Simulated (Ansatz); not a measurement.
The system is TiCo3.

```xyz
4
Lattice="3.5710 0.0000 0.0000 0.0000 3.5710 0.0000 0.0000 0.0000 3.5710" Properties=species:S:1:pos:R:3 pbc="T T T"
Co    1.7855    1.7855    0.0000
Co    1.7855    0.0000    1.7855
Co    0.0000    1.7855    1.7855
Ti    0.0000    0.0000    0.0000
```

Base run:

```yaml
Program: Ansatz 0.2.0
Functional: PBEsol
Potentials_or_basis: Ansatz PAW
Cutoff: "420 eV (not typed: the program's choice for these potentials)"
k_mesh: 6 × 6 × 6
Occupations: fermi-dirac, width 0.05 eV
Spin: collinear spin, ferromagnetic start
Starting_moments: "[2.0, 2.0, 2.0, 1.0] μB"
```

Its results: band gap on the k mesh none (metal or under the smearing width); pressure -3.6 GPa.

**Question.** The run is repeated on the same cell with these changes: spin from collinear spin, ferromagnetic start to no spin polarisation. What comes out?

**Answer.** Band gap on the k mesh none (metal or under the smearing width); pressure -8.2 GPa.

Caveats: the PAW data sets come from PBE, with cores solved anew for the run's functional, which leaves a small shift of forces and pressure; the starting moments weren't kept (some runs).
